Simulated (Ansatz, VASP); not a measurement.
BAs: VASP beside Ansatz

The input INCAR:

```
PREC = Accurate
ENCUT = 520
EDIFF = 1E-7
ISMEAR = 0
SIGMA = 0.05
LREAL = False
LASPH = True
NELM = 60
ALGO = Normal
ISIF = 2
LWAVE = False
LCHARG = False
GGA = PE
NBANDS = 11
```

KPOINTS

```
Automatic mesh
0
Gamma
  10 10 10
```

File POSCAR:

```
BAs
1.0
    0.0000000000      2.5967640545      2.5005876081
    2.5967640545      0.0000000000      2.5005876081
    2.5967640545      2.5967640545      0.0000000000
B As
1 1
Direct
    0.0000000000      0.0000000000      0.0000000000
    0.7500000000      0.7500000000      0.7500000000
```

Input for Ansatz:

```yaml
crystal:
  lattice:
    - [0.0, 2.5967640545, 2.5005876081]
    - [2.5967640545, 0.0, 2.5005876081]
    - [2.5967640545, 2.5967640545, 0.0]
  atoms:
    - { symbol: B, position: [0.0, 0.0, 0.0] }
    - { symbol: As, position: [0.75, 0.75, 0.75] }
basis:
  ecutwfc: 420
kpoints:
  mp_grid: { grid: [10, 10, 10] }
hamiltonian:
  xc: pbe
scf:
  occupations: { method: gaussian, width: 0.05 }
output:
  forces: true
  stress: true
  eigenvalues: true
  write_density: true
  write_potential: true
  elf: true
  volumetric_format: npy
```

Change from the starting cell: strain +0.080 along x and y, +0.040 along z, atoms carried along.

Alike in both runs: task single point; functional PBE; k mesh 10 × 10 × 10; occupations gaussian, width 0.05 eV; no spin polarisation.

```csv
,VASP,Ansatz
version,VASP 6.6.1,Ansatz 0.2.0
potentials or method,"VASP PAW PBE potentials, release 64 (B, As)","scalar-relativistic, plane waves, PAW"
plane-wave cutoff (eV),520,420
valence electrons in the cell,8,18
```

|  | VASP | Ansatz | Ansatz less VASP |
| --- | --- | --- | --- |
| gap on the k mesh at the Fermi level (eV) | 0.89 | 0.89 | +0.004 |
| least direct gap on the mesh (eV) | 1.96 | 1.96 | -0.007 |
| pressure (GPa) | -16.6 | -16.8 | -0.20 |
| largest component of the traceless stress (GPa) | 3.93 | 3.94 | +0.007 |

With one functional, cell and mesh, what is left measures potentials, basis and numerics. The two sets of potentials don't hold the same shells in valence.

Caveats: so large a pressure means that the cell lies far from this level's equilibrium, or that cutoff or potentials fall short (VASP). A k mesh can miss the band edges.
